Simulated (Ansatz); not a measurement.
## H started in the widest void in rocksalt MgO, 65 atoms, charge 0

These are results of DFT, PBEsol, PAW, plane waves (Ansatz), not measurements.

Command:

```sh
ansatz run in.yaml --threads 8 --pin off --max-ram 118750MiB --runs-dir r --events-out ev --progress --plain --backend cuda --devices 0,
```

The input less its lattice and atoms (starting moments on atoms near the defect: 1 μB in all):

```yaml
crystal:
  symmetry: { detect: false }
kpoints:
  mp_grid: { grid: [1, 1, 1], shift: [0.25, 0.25, 0.25] }
hamiltonian:
  xc: pbesol
magnetization:
  spin_polarized: true
scf:
  occupations: { method: fermi_dirac, width: 0.01 }
relax:
  f_tol: 0.03
  max_steps: 80
  escape_saddle: false
  adjacent_minimum: "off"
output:
  forces: true
  eigenvalues: true
  populations: true
```

Start:

```
O Mg H
1.0
     8.42881    0.00000    0.00000
     0.00000    8.42881    0.00000
     0.00000    0.00000    8.42881
O Mg H
32 32 1
Direct
  0.24836 0.99943 0.99995
  0.25042 0.00536 0.49897
  0.24908 0.50170 0.99979
  0.24819 0.49994 0.49603
  0.74946 0.99904 0.99822
  0.75136 0.99789 0.49497
  0.75119 0.50090 0.00119
  0.74989 0.49966 0.49575
  0.00298 0.24998 0.99812
  0.99602 0.25120 0.49580
  0.99850 0.74968 0.00429
  0.00049 0.75030 0.50150
  0.50156 0.25128 0.99894
  0.49806 0.24502 0.49905
  0.50009 0.74846 0.99737
  0.50173 0.75325 0.50001
  0.00346 0.99695 0.25178
  0.99776 0.00233 0.75132
  0.99876 0.50188 0.25011
  0.99687 0.49715 0.74840
  0.50017 0.99833 0.24869
  0.50155 0.99935 0.74835
  0.50519 0.50068 0.25370
  0.50314 0.50215 0.74763
  0.25119 0.25044 0.25242
  0.24926 0.25472 0.75508
  0.25317 0.74768 0.25146
  0.25128 0.74914 0.75123
  0.75188 0.25402 0.24936
  0.75163 0.25120 0.75380
  0.75151 0.74941 0.24938
  0.74953 0.75020 0.75098
  0.99859 0.00021 0.99975
  0.99850 0.99888 0.49652
  0.99972 0.50159 0.99956
  0.00127 0.49880 0.49926
  0.50168 0.00204 0.99976
  0.50138 0.99733 0.50049
  0.50176 0.49866 0.00110
  0.50208 0.50142 0.50341
  0.24581 0.25084 0.00007
  0.25220 0.25178 0.50005
  0.25254 0.74928 0.99904
  0.24824 0.75091 0.50223
  0.75335 0.25146 0.00043
  0.75001 0.25028 0.50100
  0.74430 0.75448 0.99888
  0.75269 0.75091 0.50327
  0.24624 0.00098 0.25060
  0.24764 0.99993 0.74868
  0.24441 0.49997 0.24830
  0.25168 0.49687 0.75067
  0.75104 0.99948 0.25091
  0.74803 0.99876 0.75022
  0.74879 0.49821 0.25102
  0.74881 0.49900 0.74772
  0.99977 0.25448 0.25002
  0.99898 0.24649 0.75023
  0.99667 0.74892 0.24850
  0.00311 0.74741 0.75119
  0.49744 0.25051 0.25195
  0.49722 0.24969 0.75402
  0.50011 0.74604 0.25011
  0.50089 0.75082 0.74992
  0.37635 0.37455 0.38168
```

Steps:

```
 step  energy less the first (eV)  largest force component (eV/Å)
start                       0.000                           1.329
    1                      -0.463                           0.610
    2                      -0.736                           0.052
    3                      -0.737                           0.005
```

A structure on the way, about -0.46 eV from the start:

```xyz
65
Lattice="8.4288 0.0000 0.0000 0.0000 8.4288 0.0000 0.0000 0.0000 8.4288" Properties=species:S:1:pos:R:3 pbc="T T T"
O     2.1012    8.4227    8.4231
O     2.1061    0.0256    4.2129
O     2.1027    4.2216    0.0133
O     2.0601    4.2334    4.2335
O     6.3212    8.4168    8.4283
O     6.3326    8.4181    4.1946
O     6.3290    4.2114    0.0059
O     6.3125    4.2133    4.1954
O     0.0088    2.1039    8.4285
O     8.4184    2.1175    4.1983
O     0.0031    6.3178    0.0131
O     8.4240    6.3299    4.2200
O     4.2126    2.1182    8.4212
O     4.2411    2.0489    4.2362
O     4.2240    6.3146    8.4137
O     4.2147    6.3395    4.2223
O     0.0152    8.4048    2.1156
O     8.4265    0.0249    6.3268
O     0.0065    4.2168    2.1143
O     8.4067    4.2107    6.3197
O     4.2119    0.0052    2.1040
O     4.2313    8.4182    6.3227
O     4.2792    4.2544    2.0879
O     4.2275    4.2178    6.2891
O     2.0842    2.0839    2.0801
O     2.1124    2.1384    6.3352
O     2.1282    6.3024    2.1158
O     2.1039    6.3191    6.3266
O     6.3279    2.1281    2.0982
O     6.3363    2.1142    6.3405
O     6.3329    6.3238    2.1008
O     6.3126    6.3255    6.3223
Mg    8.4252    8.4239    8.4251
Mg    8.4180    8.4263    4.1879
Mg    8.4215    4.2267    0.0017
Mg    8.4182    4.2107    4.2208
Mg    4.2253    0.0165    0.0122
Mg    4.2233    8.3997    4.2236
Mg    4.2315    4.2085    8.4168
Mg    4.2273    4.2315    4.2209
Mg    2.0689    2.1058    8.4061
Mg    2.1322    2.1072    4.1993
Mg    2.1324    6.3171    8.4249
Mg    2.0864    6.3304    4.2233
Mg    6.3318    2.1142    8.4283
Mg    6.3441    2.1098    4.2181
Mg    6.2959    6.3405    8.4209
Mg    6.3301    6.3294    4.2297
Mg    2.0779    8.4189    2.1080
Mg    2.1001    8.4284    6.3140
Mg    2.0773    4.2172    2.1116
Mg    2.1097    4.1954    6.3472
Mg    6.3193    8.4242    2.1259
Mg    6.3179    8.4224    6.3332
Mg    6.3292    4.2054    2.1142
Mg    6.3130    4.2078    6.3132
Mg    8.4106    2.1275    2.1187
Mg    8.4250    2.0962    6.3311
Mg    8.4058    6.3086    2.0843
Mg    0.0099    6.3135    6.3227
Mg    4.1945    2.1179    2.1181
Mg    4.2066    2.0944    6.3557
Mg    4.2153    6.3193    2.1129
Mg    4.2131    6.3201    6.3250
H     3.1767    3.1801    3.1914
```

End:

```xyz
65
Lattice="8.4288 0.0000 0.0000 0.0000 8.4288 0.0000 0.0000 0.0000 8.4288" Properties=species:S:1:pos:R:3 pbc="T T T"
O     2.1061    8.4210    8.4217
O     2.1061    8.4287    4.2167
O     2.1062    4.2161    0.0006
O     2.0443    4.2778    4.2785
O     6.3215    0.0008    0.0014
O     6.3300    8.4211    4.2164
O     6.3301    4.2159    8.4217
O     6.3222    4.2161    4.2165
O     8.4205    2.1067    8.4218
O     8.4280    2.1067    4.2166
O     0.0003    6.3221    0.0015
O     8.4205    6.3306    4.2165
O     4.2155    2.1067    0.0006
O     4.2769    2.0452    4.2780
O     4.2153    6.3306    8.4217
O     4.2155    6.3229    4.2166
O     8.4205    8.4212    2.1073
O     0.0001    0.0008    6.3227
O     8.4282    4.2161    2.1073
O     8.4205    4.2158    6.3311
O     4.2155    8.4287    2.1073
O     4.2153    8.4211    6.3312
O     4.2771    4.2777    2.0458
O     4.2155    4.2160    6.3234
O     2.0442    2.0447    2.0454
O     2.1061    2.1067    6.3234
O     2.1062    6.3227    2.1074
O     2.1062    6.3306    6.3313
O     6.3221    2.1068    2.1073
O     6.3301    2.1068    6.3313
O     6.3302    6.3308    2.1075
O     6.3215    6.3221    6.3227
Mg    8.4273    8.4279    8.4285
Mg    8.4236    8.4242    4.2158
Mg    8.4237    4.2151    8.4248
Mg    8.4163    4.2232    4.2238
Mg    4.2146    8.4242    8.4248
Mg    4.2226    8.4170    4.2238
Mg    4.2226    4.2232    8.4176
Mg    4.2391    4.2396    4.2401
Mg    2.0992    2.0997    8.4174
Mg    2.0826    2.0832    4.2401
Mg    2.1072    6.3272    8.4249
Mg    2.0990    6.3347    4.2238
Mg    6.3267    2.1078    8.4249
Mg    6.3339    2.0996    4.2237
Mg    6.3230    6.3235    8.4286
Mg    6.3268    6.3275    4.2157
Mg    2.0992    8.4168    2.1003
Mg    2.1071    8.4243    6.3279
Mg    2.0828    4.2395    2.0838
Mg    2.0990    4.2231    6.3352
Mg    6.3268    8.4244    2.1083
Mg    6.3229    8.4280    6.3241
Mg    6.3340    4.2232    2.1001
Mg    6.3268    4.2151    6.3280
Mg    8.4163    2.0998    2.1003
Mg    8.4237    2.1077    6.3279
Mg    8.4238    6.3274    2.1084
Mg    8.4274    6.3235    6.3242
Mg    4.2388    2.0833    2.0839
Mg    4.2224    2.0996    6.3351
Mg    4.2226    6.3346    2.1001
Mg    4.2146    6.3274    6.3280
H     3.1608    3.1616    3.1624
```

The run converged.

Time: 5.1 s of wall time on one NVIDIA GB300 with 8 processor threads, on a host shared with other runs; peak host memory 1.9 GiB.

(1) How much energy did the relaxation gain, and which atom moved most?

Results:

(1) 0.74 eV in 3 steps, from a start with small random displacements (neighbours that lie too close to an added atom are first pushed off); atom 25 (O) moved 0.13 Å, the median atom 0.03 Å (drift of the whole cell removed).
